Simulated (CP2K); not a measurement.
Bi:

```
Bi
1.0
     3.43194    0.00000    0.00000
    -1.14398    3.23566    0.00000
    -1.14398   -1.61783    2.80217
Bi
1
Direct
  0.00000 0.00000 0.00000
```

This isn't the form of Bi at room conditions, which is rhombohedral.

Base run:

- Program: CP2K 2026.2
- Functional: PBEsol
- Dispersion: D3
- Potentials or basis: POTENTIAL_UZH Bi GTH-PBE-q5; TZVP-MOLOPT-PBE-GTH basis
- Density cutoff: 6123 eV
- k mesh: 9 × 9 × 9
- Occupations: fermi-dirac, width 0.05 eV
- Spin: no spin polarisation

Its results: band gap on the k mesh none (metal or under the smearing width); pressure -0.7 GPa.

Question: The run is repeated on the same cell with these changes: dispersion from D3 to none. What comes out?

Answer: Band gap on the k mesh none (metal or under the smearing width); pressure 0.4 GPa.

Dispersion adds attraction, which lowers the pressure at fixed volume and, as a term added to the energy, leaves the levels alone.

Caveats: the potentials were made for another functional, which shifts forces and pressure; spin-orbit coupling is left out, which moves the levels of the heavy elements; the basis of atomic orbitals isn't converged, which shifts pressures, moduli and gaps; pairwise dispersion overbinds metals, which lowers pressure and volume (some runs).
